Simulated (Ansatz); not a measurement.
# Ta2NS2 MXene monolayer in a perpendicular field

Aim: how the Ta2NS2 MXene monolayer screens a field along its normal, and what the field does to its bands. A positive field points along +c.

Main program and level: Ansatz 0.2.0; plane-wave DFT, PBE-D3(BJ), Ansatz PAW (set soft_1); PAW set soft_1, in the first sound run; inputs show where later runs differ.

This is a report of a sequence of runs, with most program output left out.

## (1) The starting structure

The cell holds 5 atoms: 2 S, 2 Ta and 1 N. Its edges and angles: a = 3.155 Å, b = 3.155 Å, c = 43.244 Å, α = 90.0°, β = 90.0°, γ = 120.0°. Vacuum lies along c.

## (2) Relaxation

The starting cell is a guess, so the in-plane lattice and the atoms are relaxed first, with the slab cut off from its images along the normal.

Input file input.yaml:

```yaml
crystal:
  lattice:
    - [3.15458, 0.0, 0.0]
    - [-1.57729, 2.7319464183, 0.0]
    - [0.0, 0.0, 43.2441631042]
  atoms:
    - { symbol: S, position: [0.3333333333, 0.6666666667, 0.4289596253] }
    - { symbol: Ta, position: [0.6666666667, 0.3333333333, 0.471216619] }
    - { symbol: "N", position: [0.0, 0.0, 0.5] }
    - { symbol: Ta, position: [0.3333333333, 0.6666666667, 0.528783381] }
    - { symbol: S, position: [0.6666666667, 0.3333333333, 0.5710403747] }
  periodic: [true, true, false]
kpoints:
  mp_grid: { grid: [12, 12, 1] }
hamiltonian:
  xc: pbe
  dispersion: d3bj
  pseudopotentials: { kind: paw, azcp: { folder: soft_1 } }
scf:
  occupations: { method: fermi_dirac, width: 0.05 }
  convergence: { dr2_threshold: 1.0e-09 }
relax:
  f_tol: 0.004
  max_steps: 90
  cell: {}
output:
  write_potential: true
  write_density: true
  volumetric_format: npy
```

On the command line:

```sh
ansatz run input.yaml --threads 4 --pin off --max-ram 6144MiB --backend cpu --events-out ev --progress --plain --runs-dir out
```

It took 36 s on 4 threads of Arm Neoverse V1, shared host; peak memory 0.8 GiB; 2.3 min of CPU time.

Relaxation path:

| step | energy less that of the first step (eV) | largest force component (eV/Å) | volume (Å³) |
| --- | --- | --- | --- |
| 1 | 0.0000 | 2.4079 | 372.68 |
| 2 | -0.5307 | 0.9267 | 376.64 |
| 3 | -0.7526 | 0.9837 | 406.64 |
| 4 | -0.7960 | 0.1654 | 401.47 |
| 5 | -0.7986 | 0.0128 | 403.47 |
| 6 | -0.7986 | 0.0008 | 403.43 |
| 7* | -0.8047 | 0.0013 | 403.43 |
| 8 | -0.8047 | 0.0024 | 403.77 |
| 9* | -0.8047 | 0.0024 | 403.77 |

Relaxation steps marked * repeat the geometry before them on a plane-wave basis chosen anew for their cell, so energy and pressure can jump there.

The run keeps the 12 symmetry operations that it works with, so distortions that break them were not tested.

| cell as run | before | after | change |
| --- | --- | --- | --- |
| a (Å) | 3.155 | 3.283 | +4.1 % |
| b (Å) | 3.155 | 3.283 | +4.1 % |

The atoms that moved most (Å, along periodic axes as changes of fractional coordinates times the final cell, across vacuum about the mean position):

| atom | dx | dy | dz | length |
| --- | --- | --- | --- | --- |
| S5 | 0.000 | 0.000 | -0.344 | 0.344 |
| S1 | 0.000 | 0.000 | 0.344 | 0.344 |
| Ta4 | 0.000 | 0.000 | -0.106 | 0.106 |
| Ta2 | 0.000 | 0.000 | 0.106 | 0.106 |

The relaxed structure:

```cif
data_structure
_symmetry_space_group_name_H-M 'P 1'
_symmetry_Int_Tables_number 1
_cell_length_a 3.2835
_cell_length_b 3.2835
_cell_length_c 43.2442
_cell_angle_alpha 90.000
_cell_angle_beta 90.000
_cell_angle_gamma 120.000
_cell_volume 403.77
loop_
_atom_site_label
_atom_site_type_symbol
_atom_site_fract_x
_atom_site_fract_y
_atom_site_fract_z
_atom_site_occupancy
S1 S 0.33333 0.66667 0.43691 1
Ta2 Ta 0.66667 0.33333 0.47368 1
N3 N 0.00000 0.00000 0.50000 1
Ta4 Ta 0.33333 0.66667 0.52632 1
S5 S 0.66667 0.33333 0.56309 1
```

This step gave:

* energy at zero smearing: -22061.4810 eV

The lattice constant a goes from 3.155 to 3.283 Å.

## (3) Atoms held, field 0

A sawtooth potential applies the field, turning back in the middle of the vacuum. With the dipole correction the typed value is the field outside the slab. The induced dipole is small, so the SCF threshold is tight.

The cell differs from the one that the last finished run ended in (c 43.244 → 23.456 Å).

Input file input.yaml:

```yaml
crystal:
  lattice:
    - [3.2834979118, 0.0, 0.0]
    - [-1.6417489559, 2.8435926049, 0.0]
    - [0.0, 0.0, 23.4562861537]
  atoms:
    - { symbol: S, position: [0.3333333333, 0.6666666667, 0.3836924542] }
    - { symbol: Ta, position: [0.6666666667, 0.3333333333, 0.4514701293] }
    - { symbol: "N", position: [0.0, 0.0, 0.5] }
    - { symbol: Ta, position: [0.3333333333, 0.6666666667, 0.5485298707] }
    - { symbol: S, position: [0.6666666667, 0.3333333333, 0.6163075458] }
kpoints:
  mp_grid: { grid: [18, 18, 1] }
  band_path:
    path: [[0, 0, 0], [0.5, 0, 0], [0.33333333, 0.33333333, 0], [0, 0, 0]]
    npoints: 16
hamiltonian:
  xc: pbe
  dispersion: d3bj
  pseudopotentials: { kind: paw, azcp: { folder: soft_1 } }
scf:
  occupations: { method: fermi_dirac, width: 0.05 }
  convergence: { dr2_threshold: 1.0e-10 }
efield:
  axis: 3
  dipole_correction: true
  ramp_position: 0.97
  ramp_width: 0.06
  amplitude: 0
output:
  dos: { projected: true, e_range: [-6, 5] }
  bader: true
  write_potential: true
  write_density: true
  volumetric_format: npy
  elf: true
```

Wall time 26 s (4 threads); peak memory 0.61 GiB.

Numbers from this step:

```
work function, upper face : 5.055 eV
dipole along the normal   : -1.99e-6 e·Å
```

Running mean over a fixed 2.8 Å (it still follows the layers) of the planar mean; the ramp of the sawtooth is left out. Electron's electrostatic potential energy less the Fermi level against z:

| z (Å) | electron's electrostatic potential energy less the Fermi level (eV) |
| --- | --- |
| 3.0 | 5.05 |
| 3.5 | 5.05 |
| 4.0 | 5.05 |
| 4.5 | 5.05 |
| 5.0 | 5.05 |
| 5.5 | 5.05 |
| 6.0 | 5.02 |
| 6.5 | 4.89 |
| 7.0 | 4.25 |
| 7.5 | 2.35 |
| 8.0 | -0.0496 |
| 8.5 | -2.25 |
| 9.0 | -5.28 |
| 9.5 | -8.84 |
| 10.0 | -10.8 |
| 10.5 | -11.4 |
| 11.0 | -11.9 |
| 11.5 | -13.2 |
| 12.0 | -13.1 |
| 12.5 | -11.9 |
| 13.0 | -11.3 |
| 13.5 | -10.7 |
| 14.0 | -8.56 |
| 14.5 | -4.97 |
| 15.0 | -2.05 |
| 15.5 | 0.156 |
| 16.0 | 2.55 |
| 16.5 | 4.35 |
| 17.0 | 4.92 |
| 17.5 | 5.03 |
| 18.0 | 5.05 |
| 18.5 | 5.05 |
| 19.0 | 5.05 |
| 19.5 | 5.05 |
| 20.0 | 5.05 |
| 20.5 | 5.05 |

The density of states has structure finer than the step of the table below, so its rows give means over 0.2 eV, whole bins alone (the curve runs from -6 to 1.99 eV). Peaks (eV: height): -5.20: 9.89, -5.06: 7.11, -3.88: 8.09, -2.94: 10.3, -2.64: 5.18, 1.39: 5.70, 1.53: 5.38.

Table of density of states by energy, zero at the Fermi level; means over each step:

| energy (eV) | density of states (states/eV a cell) |
| --- | --- |
| -5.8 | 0.635 |
| -5.6 | 2.21 |
| -5.4 | 3.06 |
| -5.2 | 5.12 |
| -5.0 | 3.35 |
| -4.8 | 1.06 |
| -4.6 | 2.73 |
| -4.4 | 3.46 |
| -4.2 | 2.77 |
| -4.0 | 2.68 |
| -3.8 | 4.21 |
| -3.6 | 4.30 |
| -3.4 | 3.88 |
| -3.2 | 4.68 |
| -3.0 | 5.82 |
| -2.8 | 3.55 |
| -2.6 | 2.95 |
| -2.4 | 2.15 |
| -2.2 | 1.95 |
| -2.0 | 1.50 |
| -1.8 | 1.41 |
| -1.6 | 1.41 |
| -1.4 | 1.49 |
| -1.2 | 1.87 |
| -1.0 | 0.755 |
| -0.8 | 0.825 |
| -0.6 | 1.35 |
| -0.4 | 1.35 |
| -0.2 | 1.33 |
| 0.0 | 1.53 |
| 0.2 | 1.31 |
| 0.4 | 1.24 |
| 0.6 | 1.36 |
| 0.8 | 1.90 |
| 1.0 | 2.92 |
| 1.2 | 3.25 |
| 1.4 | 4.86 |
| 1.6 | 4.02 |
| 1.8 | 2.61 |

Projected DOS per atom over height of the atomic layer and energy from the Fermi level. Layers: S Ta N Ta S from below.

Ten even steps from '0' (0.05 states/eV) to '9' (1.78 states/eV), each cell a mean:
```
05050
09290
06260
03030
02020
02020
02020
01010
01010
12021
11011
21012
42024
83138
82128
72027
52025
52025
21012
73137
42024
00000
```
Columns: height of the atomic layer (Å) from 9 to 14.5 (not evenly spaced); rows upwards: energy from the Fermi level (eV) from -5.96 to 1.96.

Electronic bands along the path, in eV, zero at the Fermi level:

| point | band 19 | band 20 | band 21 | band 22 | band 23 | band 24 | band 25 | band 26 |
| --- | --- | --- | --- | --- | --- | --- | --- | --- |
| Γ | -1.39 | -1.39 | -1.14 | -1.14 | -0.37 | 0.66 | 1.43 | 1.43 |
| halfway | -2.83 | -2.29 | -2.23 | 0.24 | 0.57 | 1.23 | 2.23 | 2.60 |
| M | -2.94 | -2.62 | -2.42 | 0.93 | 1.65 | 1.75 | 2.71 | 3.14 |
| halfway | -3.59 | -3.28 | -1.49 | 1.00 | 1.15 | 1.80 | 2.89 | 3.07 |
| K | -3.88 | -3.88 | -0.17 | -0.17 | 0.51 | 2.56 | 2.56 | 2.96 |
| halfway | -3.11 | -2.91 | -1.16 | -0.75 | 1.37 | 1.92 | 2.16 | 2.66 |
| Γ | -1.39 | -1.39 | -1.14 | -1.14 | -0.37 | 0.66 | 1.43 | 1.43 |

ELF in the ca plane at fractional y = 0.333, with atoms of Ta and S within 0.2 Å of it. It is the smooth field of the valence electrons, not physical close to the nuclei.

Ten even steps from '0' (0.00) to '9' (0.92), each cell a mean:
```
00000000000001345533553232113789998631000000
00000000000000012226777322235874799852000000
00000000000000001137337422236730399963100000
00000000000000011137557422236751599863100000
00000000000001234425775222224787899741000000
00000000000013567642222332112578876310000000
00000000000135788874223542222234321000000000
00000000000136788874224552232122100000000000
00000000000024678763112442111356653100000000
```
Columns run along c (16.0 Å, from fractional 0.13 to 0.82 of the cell), rows up along a (3.3 Å). Atoms in or near the plane, at fractional coordinates: Ta at (0.45, 0.67), S at (0.62, 0.67).

Electrostatic potential energy in the ca plane at fractional y = 0.333, with atoms of Ta and S within 0.2 Å of it. With pseudopotentials it is smooth inside the atoms' cores, unlike the true potential.

Ten even steps from '0' (-42 eV) to '9' (7 eV), each cell a mean:
```
99999999999999999999886423678877876568999999
99999999999999999999974000268888840026999999
99999999999999999999872000168888720204999999
99999999999999999999872000168888830105999999
99999999999999999999985201478888863247999999
99999999999999999998887656788777787789999999
99999999999999999988788888887655789999999999
99999999999999999987788888887655689999999999
99999999999999999998888777888766788899999999
```
Columns run along c (16.0 Å, from fractional 0.08 to 0.76 of the cell; values clipped at the 3rd and 97th percentile), rows up along a (3.3 Å). Atoms in or near the plane, at fractional coordinates: Ta at (0.45, 0.67), S at (0.62, 0.67).

Valence density in the ca plane at fractional y = 0.333, with atoms of Ta and S within 0.2 Å of it. It is the smooth field of the valence electrons, not physical close to the nuclei.

Ten steps, logarithmic in the rise over the least value, from '0' (0.0 e/Å³) to '9' (4.4 e/Å³), each cell a mean:
```
00000000000000000123445677544444456654210000
00000000000000000112347999754334566665310000
00000000000000000012348999853334566566420000
00000000000000000112347999853334566666420000
00000000000000000123446898644334566665310000
00000000000000001234444555544444455543200000
00000000000000001245554444455555443322100000
00000000000000001245554434455565433321000000
00000000000000001234554444455555444432100000
```
Columns run along c (16.0 Å, from fractional 0.08 to 0.76 of the cell), rows up along a (3.3 Å). Atoms in or near the plane, at fractional coordinates: Ta at (0.45, 0.67), S at (0.62, 0.67).

The work function of the upper face is 5.05 eV.

## (4) Atoms held, field 0.05 V/Å

input.yaml, as its differences from that of step 3:

```diff
@@ -28,6 +28,4 @@
   ramp_width: 0.06
-  amplitude: 0
+  amplitude: 0.05
 output:
-  dos: { projected: true, e_range: [-6, 5] }
-  bader: true
   write_potential: true
@@ -35,2 +33 @@
   volumetric_format: npy
-  elf: true
```

It took 11 s on 4 threads; peak memory 0.58 GiB.

The dipole is 0.0189 e·Å.

## (5) Single point, field -0.05 V/Å

input.yaml, as its differences from that of step 4:

```diff
@@ -28,3 +28,3 @@
   ramp_width: 0.06
-  amplitude: 0.05
+  amplitude: -0.05
 output:
```

Elapsed: 11 s, on 4 threads; peak memory 0.58 GiB; 43 s of CPU time.

The dipole is -0.0189 e·Å.

## (6) Atoms held, field 0.1 V/Å

input.yaml, as its differences from that of step 5:

```diff
@@ -26,5 +26,5 @@
   dipole_correction: true
-  ramp_position: 0.97
-  ramp_width: 0.06
-  amplitude: -0.05
+  ramp_position: 0.9467
+  ramp_width: 0.1066
+  amplitude: 0.1
 output:
```

Elapsed: 11 s, on 4 threads; peak memory 0.57 GiB.

The dipole is 0.0378 e·Å.

## (7) Single point, field 0.2 V/Å

input.yaml, as its differences from that of step 6:

```diff
@@ -28,3 +28,3 @@
   ramp_width: 0.1066
-  amplitude: 0.1
+  amplitude: 0.2
 output:
```

Elapsed: 11 s, on 4 threads; peak memory 0.58 GiB.

The dipole is 0.0757 e·Å.

## (8) Single point, field 0.3 V/Å

input.yaml, as its differences from that of step 7:

```diff
@@ -26,6 +26,8 @@
   dipole_correction: true
-  ramp_position: 0.9467
-  ramp_width: 0.1066
-  amplitude: 0.2
+  ramp_position: 0.9436
+  ramp_width: 0.1127
+  amplitude: 0.3
 output:
+  dos: { projected: true, e_range: [-6, 5] }
+  bader: true
   write_potential: true
@@ -33 +35,2 @@
   volumetric_format: npy
+  elf: true
```

Run time: 26 s. Hardware: 4 threads; peak memory 0.59 GiB.

The dipole is 0.114 e·Å.

## (9) Response, atoms held

This step: plane-wave DFT, PBE-D3(BJ), Ansatz PAW (set soft_1); response to a field along the normal, atoms held; PAW set soft_1 (Ansatz 0.2.0).

The dipoles give the slope, and the difference of two potentials shows where the field is screened.

Numbers from this step:

- equivalent conductor thickness p/(ε₀AE): 7.332 Å
- distance between the outer atoms: 5.456 Å

Table of dipole of the cell by applied field:

| applied field (V/Å) | dipole of the cell (e·Å) |
| --- | --- |
| -0.050 | -0.0189 |
| 0.000 | -2.0e-6 |
| 0.050 | 0.0189 |
| 0.100 | 0.0378 |
| 0.200 | 0.0757 |
| 0.300 | 0.114 |

Local field over the applied field, running mean. From the potentials at -0.05 and 0.05 V/Å; running mean over 2.5 Å. Local field over applied field against z:

z (Å), local field over applied field and a bar:
```
      4.5      0.999 ##############################
      5.0      0.997 ##############################
      5.5      0.992 ##############################
      6.0      0.975 #############################
      6.5      0.931 ############################
      7.0      0.833 #########################
      7.5      0.680 ####################
      8.0      0.504 ###############
      8.5      0.323 #########
      9.0      0.176 #####
      9.5      0.086 ##
     10.0      0.046 #
     10.5      0.030 
     11.0      0.028 
     11.5      0.026 
     12.0      0.026 
     12.5      0.028 
     13.0      0.030 
     13.5      0.048 #
     14.0      0.092 ##
     14.5      0.186 #####
     15.0      0.339 ##########
     15.5      0.519 ###############
     16.0      0.695 #####################
     16.5      0.844 #########################
     17.0      0.937 ############################
     17.5      0.978 #############################
     18.0      0.993 ##############################
     18.5      0.998 ##############################
     19.0      0.999 ##############################
```

Electrons, planar mean, per unit field. Induced electron density against z:

| z (Å) | induced electron density (e/Å³ per V/Å) |
| --- | --- |
| 4.5 | 2.9e-6 |
| 5.0 | 1.0e-5 |
| 5.5 | 3.4e-5 |
| 6.0 | 1.1e-4 |
| 6.5 | 3.3e-4 |
| 7.0 | 9.1e-4 |
| 7.5 | 0.00222 |
| 8.0 | 0.00367 |
| 8.5 | 0.00232 |
| 9.0 | 9.8e-4 |
| 9.5 | 4.3e-4 |
| 10.0 | -8.0e-4 |
| 10.5 | 4.7e-4 |
| 11.0 | 1.9e-4 |
| 11.5 | 6.5e-5 |
| 12.0 | -9.4e-5 |
| 12.5 | -2.4e-4 |
| 13.0 | -3.4e-4 |
| 13.5 | 7.8e-4 |
| 14.0 | -5.5e-4 |
| 14.5 | -9.6e-4 |
| 15.0 | -0.00255 |
| 15.5 | -0.00361 |
| 16.0 | -0.00208 |
| 16.5 | -8.4e-4 |
| 17.0 | -3.0e-4 |
| 17.5 | -9.8e-5 |
| 18.0 | -3.0e-5 |
| 18.5 | -9.0e-6 |
| 19.0 | -2.7e-6 |

By hand: between -0.05 and 0.05 V/Å the dipole changes by 0.03783 e·Å, a slope of 0.3783 e·Å²/V. A perfect conductor of thickness t has p = ε₀AEt, so t = 180.95 × 0.3783 / 9.337 = 7.33 Å (e/ε₀ = 180.95 V·Å, A in Å²).

The induced dipole is that of a conductor 7.33 Å thick.

## (10) Field on, atoms free, field 0.1 V/Å

This step: plane-wave DFT, PBE-D3(BJ), Ansatz PAW (set soft_1); PAW set soft_1 (Ansatz 0.2.0).

Now the atoms may follow the field. A weak field makes forces of meV/Å to tens of meV/Å, so the force tolerance is set well below the usual one.

input.yaml, the sections that differ from step 8:

```yaml
kpoints:
  mp_grid: { grid: [12, 12, 1] }
efield:
  axis: 3
  dipole_correction: true
  ramp_position: 0.9467
  ramp_width: 0.1066
  amplitude: 0.1
relax:
  f_tol: 0.001
  max_steps: 60
output:
  write_potential: true
  write_density: true
  volumetric_format: npy
# crystal, hamiltonian, scf: as in step 8
```

Run time: 7.5 s. Hardware: 4 threads; peak memory 0.49 GiB; 29 s of CPU time.

Hardly anything moved in the relaxation; the energy changed by under 0.2 meV an atom.

This step gave:

```yaml
energy_at_zero_smearing: -22061.4849 eV
dipole_along_the_normal: 0.03790 e·Å
```

The relaxation took 3 steps and lowered the energy by 4.0e-6 eV; the largest force on the free atoms ends at 9.1e-4 eV/Å.

The dipole is 0.0379 e·Å.

## (11) Field on, atoms free, field -0.1 V/Å

The opposite sign, again from the field-free geometry; the difference of the two cancels what relaxes without a field.

input.yaml, as its differences from that of step 10:

```diff
@@ -25,3 +25,3 @@
   ramp_width: 0.1066
-  amplitude: 0.1
+  amplitude: -0.1
 relax:
```

It took 7.5 s on 4 threads; peak memory 0.49 GiB; 28 s of CPU time.

No atom moved by 0.005 Å in the relaxation.

This step gave:

* dipole along the normal: -0.03790 e·Å

The relaxation took 3 steps and lowered the energy by 4.0e-6 eV; the largest force on the free atoms ends at 9.1e-4 eV/Å.

The dipole is -0.0379 e·Å.

## (12) Response, atoms relaxed

This step: plane-wave DFT, PBE-D3(BJ), Ansatz PAW (set soft_1); response to a field along the normal, atoms relaxed; PAW set soft_1 (Ansatz 0.2.0).

The same analysis on the two relaxed runs holds the ionic part too; their mesh is coarser, so small differences from the held value can come from that.

This step gave:

* equivalent conductor thickness p/(ε₀AE): 7.346 Å
* distance between the outer atoms: 5.457 Å

Table of dipole of the cell by applied field:

| applied field (V/Å) | dipole of the cell (e·Å) |
| --- | --- |
| -0.1000 | -0.0379 |
| 0.1000 | 0.0379 |

Local field over the applied field, running mean. From the potentials at -0.1 and 0.1 V/Å; running mean over 2.5 Å. The local field over applied field by z:

| z (Å) | local field over applied field |
| --- | --- |
| 4.10 | 1.000 |
| 4.54 | 0.999 |
| 4.98 | 0.998 |
| 5.28 | 0.995 |
| 5.72 | 0.987 |
| 6.16 | 0.965 |
| 6.60 | 0.913 |
| 7.04 | 0.808 |
| 7.33 | 0.723 |
| 7.77 | 0.591 |
| 8.21 | 0.451 |
| 8.65 | 0.300 |
| 9.09 | 0.169 |
| 9.53 | 0.0878 |
| 9.82 | 0.0542 |
| 10.26 | 0.0233 |
| 10.70 | 0.00622 |
| 11.14 | 0.0117 |
| 11.58 | 0.0130 |
| 11.87 | 0.0130 |
| 12.31 | 0.0117 |
| 12.75 | 0.00622 |
| 13.19 | 0.0233 |
| 13.63 | 0.0542 |
| 13.93 | 0.0878 |
| 14.37 | 0.169 |
| 14.81 | 0.300 |
| 15.25 | 0.451 |
| 15.69 | 0.591 |
| 16.13 | 0.723 |
| 16.42 | 0.808 |
| 16.86 | 0.913 |
| 17.30 | 0.965 |
| 17.74 | 0.987 |
| 18.18 | 0.995 |
| 18.47 | 0.998 |
| 18.91 | 0.999 |
| 19.35 | 1.000 |

Electrons, planar mean, per unit field. Table of induced electron density by z:

| z (Å) | induced electron density (e/Å³ per V/Å) |
| --- | --- |
| 4.5 | 3.0e-6 |
| 5.0 | 1.0e-5 |
| 5.5 | 3.4e-5 |
| 6.0 | 1.1e-4 |
| 6.5 | 3.3e-4 |
| 7.0 | 9.5e-4 |
| 7.5 | 0.00242 |
| 8.0 | 0.00451 |
| 8.5 | 0.00326 |
| 9.0 | 8.9e-4 |
| 9.5 | -0.00125 |
| 10.0 | -0.00486 |
| 10.5 | -3.8e-4 |
| 11.0 | 0.00241 |
| 11.5 | 4.0e-4 |
| 12.0 | -5.6e-4 |
| 12.5 | -0.00218 |
| 13.0 | 7.8e-4 |
| 13.5 | 0.00482 |
| 14.0 | 9.0e-4 |
| 14.5 | -9.0e-4 |
| 15.0 | -0.00358 |
| 15.5 | -0.00437 |
| 16.0 | -0.00225 |
| 16.5 | -8.7e-4 |
| 17.0 | -3.0e-4 |
| 17.5 | -9.9e-5 |
| 18.0 | -3.1e-5 |
| 18.5 | -9.1e-6 |
| 19.0 | -2.7e-6 |

The induced dipole is that of a conductor 7.35 Å thick.

(Part 1 of 2 ends here.)

[Logs are printed without paths, hosts, clocks, repeated set-up lines and the standing remarks that a program may print on its own settings, such as how far it seeks lower states.]

[Hosts, paths, dates, database ids (printed as entryN), source tags and the programs' standing remarks are cut or masked in the printed files.]

[Maps of the electrostatic potential energy from Ansatz leave out the sawtooth potential of an applied field or a dipole correction, so their vacuum need not be flat; planar profiles and work functions include it.]

[The density of states shown here was stored with 400 of the rows of the run's finer table, so its peaks can read low, often by over a quarter, or be missed, and its means over a window can be off by a tenth or more.]
